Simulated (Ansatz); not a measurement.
# FeO (I4/mmm) in Ansatz: a series of runs

One crystal, FeO, is run at these levels: PBEsol; tasks: single point, equation of state.

Everything below comes from runs of Ansatz 0.2.0. Logs are shortened: lines on timing, memory, paths and dates and some standing lists are left out, and cuts for length are marked.

### 1 The structure

The structure is tetragonal, space group I4/mmm (No. 139). Conventional cell: a = 3.204 Å, b = 3.204 Å, c = 4.167 Å, α = 90.00°, β = 90.00°, γ = 90.00°. Around Fe (site symmetry 4/mmm) lie 6 O at 2.08 to 2.27 Å. Around O (site symmetry 4/mmm) lie 6 Fe at 2.08 to 2.27 Å.

The cell comes from a database or a generator and needn't be the stable form of this composition.

### 2 Single point, PBEsol, collinear spin, ferromagnetic start, 10.05 Å³/atom (volume scaled by 0.94)

Contents of input.yaml:

```yaml
crystal:
  lattice:
    - [-1.5693982481, 1.5693982481, 2.0408621071]
    - [1.5693982481, -1.5693982481, 2.0408621071]
    - [1.5693982481, 1.5693982481, -2.0408621071]
  atoms:
    - { symbol: Fe, position: [0.0, 0.0, 0.0], spin: 3.0 }
    - { symbol: O, position: [0.5, 0.5, 0.0] }
kpoints:
  mp_grid: { grid: [12, 12, 12] }
scf:
  occupations: { method: fermi_dirac, width: 0.05 }
hamiltonian:
  xc: pbesol
  pseudopotentials: { kind: all_electron, lapw: { basis_error: 0.001 } }
magnetization:
  spin_polarized: true
output:
  forces: true
  stress: true
  eigenvalues: true
```

Potentials or basis: all-electron LAPW, scalar-relativistic.

Launch:

```bash
ansatz run input.yaml --threads 2 --pin off --max-ram 6144MiB --backend cpu --events-out ev --progress --plain --runs-dir out
```

The log of the run:

```text
Warning: RAYON_NUM_THREADS=2 ignored (pool sized by the plan → 2); use --threads N
LAPW: plane waves up to 10.153 Å⁻¹, error target 1.0e-3 eV per atom; small_component_spin mean_spin; O in spheres of 0.926 Å, 8 of its electrons in bands, Dirac shells []; Fe in spheres of 1.115 Å, 16 of its electrons in bands, Dirac shells [] (how accurate: hamiltonian.pseudopotentials.lapw.basis_error, Limitations)
Engine: ansatz 0.2.0, x86_64-unknown-linux-gnu
Pseudopotentials: kind: all_electron
Pseudopotential: Fe, LAPW, valence charge 16, lapw/all_electron/scalar/gaussian/Fe, Koelling and Harmon's equation, gaussian nucleus
Pseudopotential: O, LAPW, valence charge 8, lapw/all_electron/scalar/gaussian/O, Koelling and Harmon's equation, gaussian nucleus
Functional definition: PBEsol
  exchange = pbesol_x
  correlation = pbesol_c
Crystal: 2 atoms, lattice volume = 20.107 Å³
Basis set: ecut = 392.7640870260649 eV, 363 PW (Γ), exchange–correlation at level 2
Bands: 18, of which v1, the nominal top of the filled ones, is band 12 counted from 1 (11 counted from 0)
Symmetry: 16 space group operations
Space group: I4/mmm (ITA 139), of the structure as read, at distance tolerance 2.7e-5 Å
Magnetic group: BNS 139.531 (UNI 1191), of the structure as read, at distance tolerance 2.7e-5 Å
k-points: 163 of 1728
Non-local potential: Fe, projectors of the file, none
Non-local potential: O, projectors of the file, none
Initial density: superposition of atomic densities (chi_scale 0.1, normalization cell, long waves kept (reshape's long-wave potential 0.00 eV rms))
Starting moments: Σ|m| = 3 μB on 1 of 2 sites
Initial wavefunctions: plane waves of lowest kinetic energy (no species holds an atomic orbital)
Functional: x = pbesol(κ = 0.804, μ = 0.12345679012345678), c = pbesol(β = 0.046)
iter 1 solved again at ethr=7.88e-3 eV; its pass at ethr=1.00e-1 eV (dr2=1.89e0 eV) is discarded
SCF iter   1: F=—  HF=-36644.386108 eV  |F-HF|=—  |Δ(HF+E_count)|=         —  Δρ=6.50e-2 (↑5.95e-2 ↓6.50e-2)  dr2=1.89e0  dr2_m=3.37e-1  M=4.002 μB ∫|m|=4.002 μB  β_m=0.30  ethr=7.88e-3  ⟨swp⟩=2.0  Hψ=36871  notcnv=0
Mixer restart at iter 1: flushing history
preconditioner: auto → none  [metal: Δε(μ)=0.001 eV  Ē_g=14.026 eV  σ=0.050 eV  W_gap=0.01  n_scr=8 (ndim 8)  ℏωp=31.0 eV  f_vac=0.000  D(μ)=1.43/eV (n_scr^D=14)  sad-step TF]
SCF iter   2: F=—  HF=-36643.527451 eV  |F-HF|=—  |Δ(HF+E_count)|=   8.59e-1  Δρ=3.67e-2 (↑3.67e-2 ↓3.48e-2)  dr2=4.50e-1  dr2_m=1.52e-1  M=4.000 μB ∫|m|=4.001 μB  β_m=0.48  ethr=7.88e-3  ⟨swp⟩=2.0  Hψ=17385  notcnv=0
SCF iter   3: F=—  HF=-36643.452007 eV  |F-HF|=—  |Δ(HF+E_count)|=   7.54e-2  Δρ=1.86e-2 (↑1.78e-2 ↓1.86e-2)  dr2=2.52e-1  dr2_m=1.56e-2  M=4.001 μB ∫|m|=4.005 μB  β_m=0.49  ethr=1.87e-3  ⟨swp⟩=2.0  Hψ=17527  notcnv=0
iter 4 solved again at ethr=1.21e-5 eV; its pass at ethr=1.05e-3 eV (dr2=2.90e-3 eV) is discarded
SCF iter   4: F=—  HF=-36643.375661 eV  |F-HF|=—  |Δ(HF+E_count)|=         —  Δρ=4.50e-3 (↑3.63e-3 ↓4.50e-3)  dr2=2.90e-3  dr2_m=1.92e-3  M=3.994 μB ∫|m|=4.001 μB  β_m=0.49  ethr=1.21e-5  ⟨swp⟩=2.0  Hψ=28841  notcnv=0
Mixer restart at iter 4: flushing history
the basis was enlarged: its passes take 713.0 KiB over the memory plan, 2 of 2 planned eigensolver slots
SCF iter   5: F=—  HF=-36643.378684 eV  |F-HF|=—  |Δ(HF+E_count)|=   3.02e-3  Δρ=3.28e-3 (↑3.28e-3 ↓1.30e-3)  dr2=4.86e-3  dr2_m=3.20e-4  M=3.997 μB ∫|m|=4.005 μB  β_m=0.47  ethr=1.21e-5  ⟨swp⟩=3.0  Hψ=19141  notcnv=0
SCF iter   6: F=—  HF=-36643.375703 eV  |F-HF|=—  |Δ(HF+E_count)|=   2.98e-3  Δρ=1.48e-3 (↑1.37e-3 ↓1.48e-3)  dr2=1.93e-4  dr2_m=2.95e-4  M=3.995 μB ∫|m|=4.003 μB  β_m=0.58  ethr=1.21e-5  ⟨swp⟩=2.6  Hψ=16257  notcnv=0
SCF iter   7: F=—  HF=-36643.376321 eV  |F-HF|=—  |Δ(HF+E_count)|=   6.19e-4  Δρ=5.20e-4 (↑5.20e-4 ↓4.78e-4)  dr2=1.79e-5  dr2_m=3.95e-5  M=3.995 μB ∫|m|=4.004 μB  β_m=0.76  ethr=8.02e-7  ⟨swp⟩=2.6  Hψ=16491  notcnv=0
SCF iter   8: F=—  HF=-36643.376398 eV  |F-HF|=—  |Δ(HF+E_count)|=   7.64e-5  Δρ=1.14e-4 (↑7.36e-5 ↓1.14e-4)  dr2=2.50e-7  dr2_m=1.45e-6  M=3.995 μB ∫|m|=4.005 μB  β_m=0.66  ethr=7.46e-8  ⟨swp⟩=3.0  Hψ=17139  notcnv=0
SCF iter   9: F=—  HF=-36643.376401 eV  |F-HF|=—  |Δ(HF+E_count)|=   2.75e-6  Δρ=1.72e-5 (↑1.72e-5 ↓1.01e-5)  dr2=1.09e-7  dr2_m=1.36e-8  M=3.995 μB ∫|m|=4.005 μB  β_m=0.68  ethr=1.04e-9  ⟨swp⟩=3.0  Hψ=18230  notcnv=0
SCF iter  10: F=—  HF=-36643.376401 eV  |F-HF|=—  |Δ(HF+E_count)|=   6.26e-8  Δρ=4.70e-6 (↑3.29e-6 ↓4.70e-6)  dr2=7.45e-9  dr2_m=1.24e-9  M=3.995 μB ∫|m|=4.005 μB  β_m=0.84  ethr=4.54e-10  ⟨swp⟩=2.1  Hψ=15894  notcnv=0
SCF iter  11: F=-36643.376401 eV  HF=-36643.376401 eV  |F-HF|=8.73e-10  |Δ(HF+E_count)|=   1.55e-8  Δρ=1.09e-6 (↑4.22e-7 ↓1.09e-6)  dr2=3.41e-10  dr2_m=4.62e-11  M=3.995 μB ∫|m|=4.005 μB  ethr=3.10e-11  ⟨swp⟩=2.8  Hψ=16353  notcnv=0
SCF 1 converged in 11 iterations: F = -36643.376401 eV  dr2 = 3.41e-10
SCF converged after 11 iterations
Magnetization: 3.9951 μB (13.9976 up, 10.0024 down)
Absolute magnetization: 4.0048 μB (∫|ρ↑−ρ↓|)
Spin contamination: 0.0120 ħ² per cell (⟨S²⟩ above its minimum at these occupations)
Per-site moments (μB) at R_I (Å): [(3.566050221227348, 1.1152641175231761), (0.3238091225755908, 0.9255979591656088)]
Free energy (F): -36643.376401 eV
Harris-Foulkes:  -36643.376401 eV  (|F-HF|=8.73e-10)
Internal energy: -36643.364462 eV  (E = F + TS)
E sigma→0 (E₀):  -36643.370431 eV
Entropy (-TS):   -0.011939 eV (-5.969 meV/atom)
Fermi energy:    14.506808 eV
--- Per-component energies (eV) ---
  E_band       = -1249.775951
  E_kinetic    = 37109.062769
  E_xc         = -1716.629236
  E_electrostatic = -72035.797995  (all electrons and nuclei)
  E_smearing   = -0.011939  (= −TS)
  E_closure    = 0.000000  (closes the sum)
  E_atoms      = -36626.719027  (free atoms, spherical and without spin; not in F)
  Σ components = -36643.376401   (vs F -36643.376401, Δ=0.00e0)
  Basis errors (estimates in eV, not in F): energy 4.0e-4 per atom: plane waves 3.6e-4 (2.1e-4 summed), levels above the bands 2.7e-120, relativity 3.3e-8, radial functions 3.4e-5, core shells 1.1e-7; eigenvalues (radial functions only) 3.7e-5; not estimated: angular momenta, meshes, grids; target (lapw.basis_error) 1.0e-3; muffin-tin radii O 0.926 Å, Fe 1.115 Å
--- Forces (eV/Å), atoms counted from 1 ---
  atom   1  Fe    -0.00000000     0.00000000     0.00000000
  atom   2  O     -0.00000000     0.00000000    -0.00000000
  max |Σ_I F_I| component: 2.47e-30 eV/Å
--- Stress (GPa, compression-positive) ---
       -9.795211       0.000000       0.000000
        0.000000      -9.795211       0.000000
        0.000000       0.000000      -1.469790
  P = ⅓ Tr σ = -7.0201 GPa (-70.201 kbar)
--- Band table (eV; the first three rows and the last of 326) ---
  k-point 0 ↑: bands = ["-491.0424", "-75.0692", "-41.2425", "-41.2279", "-41.2279", "-6.2725", "10.4132", "10.5344", "10.5344", "10.6320", "10.6320", "10.7228", "10.8684", "10.8782", "14.5489", "29.5795", "31.3127", "31.3127"]
  k-point 1 ↑: bands = ["-491.0424", "-75.0688", "-41.2440", "-41.2312", "-41.2287", "-6.1901", "9.3292", "10.0073", "10.2891", "10.4758", "10.8310", "10.9687", "11.2422", "11.7557", "15.1154", "28.5487", "30.4904", "30.9666"]
  k-point 2 ↑: bands = ["-491.0424", "-75.0675", "-41.2481", "-41.2401", "-41.2309", "-5.9692", "8.0944", "9.6433", "9.9487", "10.3180", "10.9024", "11.3959", "11.6213", "12.2228", "16.5135", "27.3535", "28.3388", "29.3912"]
  k-point 162 ↓: bands = ["-490.7493", "-70.9652", "-37.2751", "-37.2751", "-37.2568", "-4.4084", "7.6767", "9.8061", "9.8061", "12.2951", "15.2730", "15.3003", "15.3003", "15.7358", "21.0224", "24.2159", "25.6354", "29.3338"]
```

Run time: 10 s. Hardware: 2 threads of AMD EPYC 9R45 (Zen 5), shared host; peak memory 0.69 GiB.

Results:

```yaml
Free_energy: -36643.3764 eV
Pressure: -7.0 GPa
Band_gap_on_the_k_mesh: none (metal or under the smearing width)
Net_moment: 4.00 μB per cell
Absolute_moment: 4.00 μB per cell
Site_moments: Fe +3.57; O +0.32 μB
```

Caveat: a cell with one magnetic atom can't hold antiferromagnetic order, which such compounds often take; semilocal functionals often make such compounds metallic where correlation or magnetic order opens a gap, which also shifts bond lengths.

### 3 Single point, PBEsol, collinear spin, ferromagnetic start, 10.27 Å³/atom (volume scaled by 0.96)

Changes to input.yaml since step 2:

```diff
@@ -2,5 +2,5 @@
   lattice:
-    - [-1.5693982481, 1.5693982481, 2.0408621071]
-    - [1.5693982481, -1.5693982481, 2.0408621071]
-    - [1.5693982481, 1.5693982481, -2.0408621071]
+    - [-1.5804507126, 1.5804507126, 2.055234849]
+    - [1.5804507126, -1.5804507126, 2.055234849]
+    - [1.5804507126, 1.5804507126, -2.055234849]
   atoms:
```

Potentials or basis: all-electron LAPW, scalar-relativistic.

Launch:

```bash
ansatz run input.yaml --threads 2 --pin off --max-ram 6144MiB --backend cpu --events-out ev --progress --plain --runs-dir out
```

Wall time 11 s (2 threads of AMD EPYC 9R45 (Zen 5), shared host); peak memory 0.68 GiB.

Results (log left out):

```yaml
Free_energy: -36643.3530 eV
Pressure: -10.4 GPa
Band_gap_on_the_k_mesh: none (metal or under the smearing width)
Net_moment: 4.00 μB per cell
Absolute_moment: 4.01 μB per cell
Site_moments: Fe +3.58; O +0.32 μB
```

Caveat: a cell with one magnetic atom can't hold antiferromagnetic order, which such compounds often take; semilocal functionals often make such compounds metallic where correlation or magnetic order opens a gap, which also shifts bond lengths.

### 4 Single point, PBEsol, collinear spin, ferromagnetic start, 10.48 Å³/atom (volume scaled by 0.98)

Changes to input.yaml since step 3:

```diff
@@ -2,5 +2,5 @@
   lattice:
-    - [-1.5804507126, 1.5804507126, 2.055234849]
-    - [1.5804507126, -1.5804507126, 2.055234849]
-    - [1.5804507126, 1.5804507126, -2.055234849]
+    - [-1.5913507171, 1.5913507171, 2.0694093304]
+    - [1.5913507171, -1.5913507171, 2.0694093304]
+    - [1.5913507171, 1.5913507171, -2.0694093304]
   atoms:
```

Launch:

```bash
ansatz run input.yaml --threads 2 --pin off --max-ram 6144MiB --backend cpu --events-out ev --progress --plain --runs-dir out
```

It took 10 s on 2 threads of AMD EPYC 9R45 (Zen 5), shared host; peak memory 0.69 GiB.

The run converged. Its results:

```yaml
Free_energy: -36643.3210 eV
Pressure: -13.5 GPa
Band_gap_on_the_k_mesh: none (metal or under the smearing width)
Net_moment: 4.00 μB per cell
Absolute_moment: 4.01 μB per cell
Site_moments: Fe +3.58; O +0.32 μB
```

Caveat: a cell with one magnetic atom can't hold antiferromagnetic order, which such compounds often take; semilocal functionals often make such compounds metallic where correlation or magnetic order opens a gap, which also shifts bond lengths.

### 5 Single point, PBEsol, collinear spin, ferromagnetic start, 10.70 Å³/atom

Changes to input.yaml since step 4:

```diff
@@ -2,5 +2,5 @@
   lattice:
-    - [-1.5913507171, 1.5913507171, 2.0694093304]
-    - [1.5913507171, -1.5913507171, 2.0694093304]
-    - [1.5913507171, 1.5913507171, -2.0694093304]
+    - [-1.602103413, 1.602103413, 2.08339225]
+    - [1.602103413, -1.602103413, 2.08339225]
+    - [1.602103413, 1.602103413, -2.08339225]
   atoms:
```

Launch:

```bash
ansatz run input.yaml --threads 2 --pin off --max-ram 6144MiB --backend cpu --events-out ev --progress --plain --runs-dir out
```

Wall time 9.9 s (2 threads of AMD EPYC 9R45 (Zen 5), shared host); peak memory 0.69 GiB.

Results (log left out):

* Free energy: -36643.2814 eV
* Pressure: -16.2 GPa
* Band gap on the k mesh: none (metal or under the smearing width)
* Net moment: 4.00 μB per cell
* Absolute moment: 4.01 μB per cell
* Site moments: Fe +3.59; O +0.31 μB

Caveat: a cell with one magnetic atom can't hold antiferromagnetic order, which such compounds often take; semilocal functionals often make such compounds metallic where correlation or magnetic order opens a gap, which also shifts bond lengths.

### 6 Single point, PBEsol, collinear spin, ferromagnetic start, 10.91 Å³/atom (volume scaled by 1.02)

Changes to input.yaml since step 5:

```diff
@@ -2,5 +2,5 @@
   lattice:
-    - [-1.602103413, 1.602103413, 2.08339225]
-    - [1.602103413, -1.602103413, 2.08339225]
-    - [1.602103413, 1.602103413, -2.08339225]
+    - [-1.6127136786, 1.6127136786, 2.0971899518]
+    - [1.6127136786, -1.6127136786, 2.0971899518]
+    - [1.6127136786, 1.6127136786, -2.0971899518]
   atoms:
```

Potentials or basis: all-electron LAPW, scalar-relativistic.

Launch:

```bash
ansatz run input.yaml --threads 2 --pin off --max-ram 6144MiB --backend cpu --events-out ev --progress --plain --runs-dir out
```

Run time: 10 s. Hardware: 2 threads of AMD EPYC 9R45 (Zen 5), shared host; peak memory 0.69 GiB.

Results (log left out):

- Free energy: -36643.2349 eV
- Pressure: -18.6 GPa
- Band gap on the k mesh: none (metal or under the smearing width)
- Net moment: 4.00 μB per cell
- Absolute moment: 4.01 μB per cell
- Site moments: Fe +3.60; O +0.31 μB

Caveat: a cell with one magnetic atom can't hold antiferromagnetic order, which such compounds often take; semilocal functionals often make such compounds metallic where correlation or magnetic order opens a gap, which also shifts bond lengths.

### 7 Single point, PBEsol, collinear spin, ferromagnetic start, 11.12 Å³/atom (volume scaled by 1.04)

Changes to input.yaml since step 6:

```diff
@@ -2,5 +2,5 @@
   lattice:
-    - [-1.6127136786, 1.6127136786, 2.0971899518]
-    - [1.6127136786, -1.6127136786, 2.0971899518]
-    - [1.6127136786, 1.6127136786, -2.0971899518]
+    - [-1.6231861388, 1.6231861388, 2.1108084499]
+    - [1.6231861388, -1.6231861388, 2.1108084499]
+    - [1.6231861388, 1.6231861388, -2.1108084499]
   atoms:
```

Launch:

```bash
ansatz run input.yaml --threads 2 --pin off --max-ram 6144MiB --backend cpu --events-out ev --progress --plain --runs-dir out
```

Wall time 11 s (2 threads of AMD EPYC 9R45 (Zen 5), shared host); peak memory 0.69 GiB.

The run converged. Its results:

* Free energy: -36643.1825 eV
* Pressure: -20.6 GPa
* Band gap on the k mesh: none (metal or under the smearing width)
* Net moment: 4.01 μB per cell
* Absolute moment: 4.02 μB per cell
* Site moments: Fe +3.61; O +0.31 μB

Caveat: a cell with one magnetic atom can't hold antiferromagnetic order, which such compounds often take; semilocal functionals often make such compounds metallic where correlation or magnetic order opens a gap, which also shifts bond lengths.

### 8 Single point, PBEsol, collinear spin, ferromagnetic start, 11.34 Å³/atom (volume scaled by 1.06)

Changes to input.yaml since step 7:

```diff
@@ -2,5 +2,5 @@
   lattice:
-    - [-1.6231861388, 1.6231861388, 2.1108084499]
-    - [1.6231861388, -1.6231861388, 2.1108084499]
-    - [1.6231861388, 1.6231861388, -2.1108084499]
+    - [-1.6335251827, 1.6335251827, 2.1242534522]
+    - [1.6335251827, -1.6335251827, 2.1242534522]
+    - [1.6335251827, 1.6335251827, -2.1242534522]
   atoms:
```

Launch:

```bash
ansatz run input.yaml --threads 2 --pin off --max-ram 6144MiB --backend cpu --events-out ev --progress --plain --runs-dir out
```

Wall time 10 s (2 threads of AMD EPYC 9R45 (Zen 5), shared host); peak memory 0.68 GiB.

Results (log left out):

- Free energy: -36643.1249 eV
- Pressure: -22.4 GPa
- Band gap on the k mesh: none (metal or under the smearing width)
- Net moment: 4.01 μB per cell
- Absolute moment: 4.02 μB per cell
- Site moments: Fe +3.62; O +0.30 μB

Caveat: a cell with one magnetic atom can't hold antiferromagnetic order, which such compounds often take; semilocal functionals often make such compounds metallic where correlation or magnetic order opens a gap, which also shifts bond lengths.

### 9 Equation of state, PBEsol, collinear spin, ferromagnetic start

Potentials or basis: all-electron LAPW, scalar-relativistic.

This step only gathers the single runs of the series.

What came out:

| Quantity | Value |
| --- | --- |
| Equilibrium volume | 9.69 Å³/atom (rough: see the caveat) |
| Bulk modulus at fixed shape and positions | 207 GPa (rough) |

Energy against volume, from the lowest point:
| volume (Å³/atom) | energy (meV/atom) |
| --- | --- |
| 10.053 | 0.00 |
| 10.267 | 11.69 |
| 10.481 | 27.68 |
| 10.695 | 47.52 |
| 10.909 | 70.76 |
| 11.123 | 96.97 |
| 11.337 | 125.75 |

Caveat: the minimum lies outside the volumes run; the cell was scaled at fixed shape and fractional positions, which overstates the stiffness of a crystal with free parameters, most of all of layers and chains.
